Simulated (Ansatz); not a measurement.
# InSe: the cost of one run

Computed with Ansatz 0.2.0 (DFT PBEsol, scalar-relativistic, plane waves, PAW, unless a step's input says otherwise).

### Step 1. The structure to begin with

The structure is trigonal, space group P-3m1 (No. 164). Conventional cell: a = 4.050 Å, b = 4.050 Å, c = 48.406 Å, α = 90.00°, β = 90.00°, γ = 120.00°. Se (site symmetry 3m) is surrounded by 3 In at 2.52 Å. Around In (site symmetry 3m) lie 3 Se at 2.52 Å.

Coordinates:

```
CELL_PARAMETERS angstrom
4.05000 0.00000 0.00000
-2.02500 3.50740 0.00000
0.00000 0.00000 48.40628
ATOMIC_POSITIONS crystal
Se 0.66667 0.33333 0.18593
In 0.33333 0.66667 0.20516
In 0.33333 0.66667 0.27022
Se 0.66667 0.33333 0.28945
Se 0.33333 0.66667 0.36080
In 0.66667 0.33333 0.38004
In 0.66667 0.33333 0.44509
Se 0.33333 0.66667 0.46433
Se 0.66667 0.33333 0.53567
In 0.33333 0.66667 0.55491
In 0.33333 0.66667 0.61996
Se 0.66667 0.33333 0.63920
Se 0.33333 0.66667 0.71055
In 0.66667 0.33333 0.72978
In 0.66667 0.33333 0.79484
Se 0.33333 0.66667 0.81407
```

Slab cut from the bulk at the bulk's listed lattice constants, lower half held.

### Step 2. Relaxing the atoms

input.yaml reads:

```yaml
crystal:
  lattice:
    - [4.04999875, 0.0, 0.0]
    - [-2.02499938, 3.5074018, 0.0]
    - [0.0, 0.0, 48.4062798938]
  atoms:
    - { symbol: Se, position: [0.66666667, 0.33333333, 0.1859262893] }
    - { symbol: In, position: [0.33333333, 0.66666667, 0.2051624294] }
    - { symbol: In, position: [0.33333333, 0.66666667, 0.2702155595] }
    - { symbol: Se, position: [0.66666667, 0.33333333, 0.2894516995] }
    - { symbol: Se, position: [0.33333333, 0.66666667, 0.3608002897] }
    - { symbol: In, position: [0.66666667, 0.33333333, 0.3800364297] }
    - { symbol: In, position: [0.66666667, 0.33333333, 0.4450895599] }
    - { symbol: Se, position: [0.33333333, 0.66666667, 0.4643256999] }
    - { symbol: Se, position: [0.66666667, 0.33333333, 0.5356743001] }
    - { symbol: In, position: [0.33333333, 0.66666667, 0.5549104401] }
    - { symbol: In, position: [0.33333333, 0.66666667, 0.6199635703] }
    - { symbol: Se, position: [0.66666667, 0.33333333, 0.6391997103] }
    - { symbol: Se, position: [0.33333333, 0.66666667, 0.7105483005] }
    - { symbol: In, position: [0.66666667, 0.33333333, 0.7297844405] }
    - { symbol: In, position: [0.66666667, 0.33333333, 0.7948375706] }
    - { symbol: Se, position: [0.33333333, 0.66666667, 0.8140737107] }
basis:
  ecutwfc: 420.0
  fft_grid_basis: typed
kpoints:
  mp_grid: { grid: [9, 9, 1] }
hamiltonian:
  xc: pbesol
  pseudopotentials: { kind: paw }
scf:
  occupations: { method: gaussian, width: 0.05 }
output:
  forces: true
  eigenvalues: true
efield:
  axis: 3
  dipole_correction: true
  ramp_width: 0.04
relax:
  adjacent_minimum: "off"
  f_tol: 0.04
  max_steps: 40
  constraints: [{ sites: [0, 1, 2, 3, 4, 5, 6, 7] }]
```

Run with:

```console
$ ansatz run input.yaml --threads 4 --pin off --max-ram 8847MiB --backend cpu --events-out ev --progress --plain --runs-dir out
```

Q: Estimate wall time and peak memory on 4 threads of AMD EPYC 9R45 (Zen 5), shared host.

About 84 s, with a peak of 2.5 GiB.
